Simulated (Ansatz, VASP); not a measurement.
## C: VASP beside Ansatz

Contents of INCAR:

```
PREC = Accurate
ENCUT = 600
EDIFF = 1E-6
ISMEAR = 0
SIGMA = 0.02
LREAL = False
LASPH = True
NELM = 100
ALGO = Normal
ISIF = 3
LWAVE = False
LCHARG = False
GGA = PE
IBRION = 2
NSW = 100
EDIFFG = -0.01
```

The input KPOINTS:

```
regular mesh
0
Gamma
  8 8 6
```

File POSCAR:

```
C
1.0
    2.4249170430     -2.4839818784      0.0000000000
    2.4249170430      2.4839818784      0.0000000000
    0.0000000000      0.0000000000      4.4126729643
C
8
Direct
    0.6931762682      0.9780915328      0.4272720484
    0.9780915328      0.6931762682      0.9272720484
    0.3068237318      0.0219084672      0.9272720484
    0.6931762682      0.9780915328      0.0727279516
    0.3068237318      0.0219084672      0.5727279516
    0.0219084672      0.3068237318      0.4272720484
    0.9780915328      0.6931762682      0.5727279516
    0.0219084672      0.3068237318      0.0727279516
```

Input for Ansatz:

```yaml
crystal:
  lattice:
    - [2.424917043, -2.4839818784, 0.0]
    - [2.424917043, 2.4839818784, 0.0]
    - [0.0, 0.0, 4.4126729643]
  atoms:
    - { symbol: C, position: [0.6931762682, 0.9780915328, 0.4272720484] }
    - { symbol: C, position: [0.9780915328, 0.6931762682, 0.9272720484] }
    - { symbol: C, position: [0.3068237318, 0.0219084672, 0.9272720484] }
    - { symbol: C, position: [0.6931762682, 0.9780915328, 0.0727279516] }
    - { symbol: C, position: [0.3068237318, 0.0219084672, 0.5727279516] }
    - { symbol: C, position: [0.0219084672, 0.3068237318, 0.4272720484] }
    - { symbol: C, position: [0.9780915328, 0.6931762682, 0.5727279516] }
    - { symbol: C, position: [0.0219084672, 0.3068237318, 0.0727279516] }
basis:
  ecutwfc: 420
kpoints:
  mp_grid: { grid: [8, 8, 6] }
hamiltonian:
  xc: pbe
scf:
  occupations: { method: gaussian, width: 0.02 }
output:
  forces: true
  stress: true
  eigenvalues: true
relax:
  adjacent_minimum: "off"
  f_tol: 0.01
  max_steps: 80
  cell: { stress_tol: 0.05 }
```

Alike in both runs: task relaxation of cell and atoms; functional PBE; k mesh 8 × 8 × 6; occupations gaussian, width 0.02 eV; no spin polarisation.

|  | VASP | Ansatz |
| --- | --- | --- |
| version | VASP 6.6.1 | Ansatz 0.2.0 |
| potentials or method | VASP PAW PBE potentials, release 64 (C) | scalar-relativistic, plane waves, PAW |
| plane-wave cutoff (eV) | 600 | 420 |
| valence electrons in the cell | 32 | 32 |

```tsv
	VASP	Ansatz	Ansatz less VASP
gap on the k mesh at the Fermi level, each at its own relaxed structure (eV)	3.01	3.03	+0.017
relaxed volume (Å³/atom)	6.65	6.65	+0.001
relaxed cell length with the largest relative difference (Å)	3.472	3.472	+0.0004
```
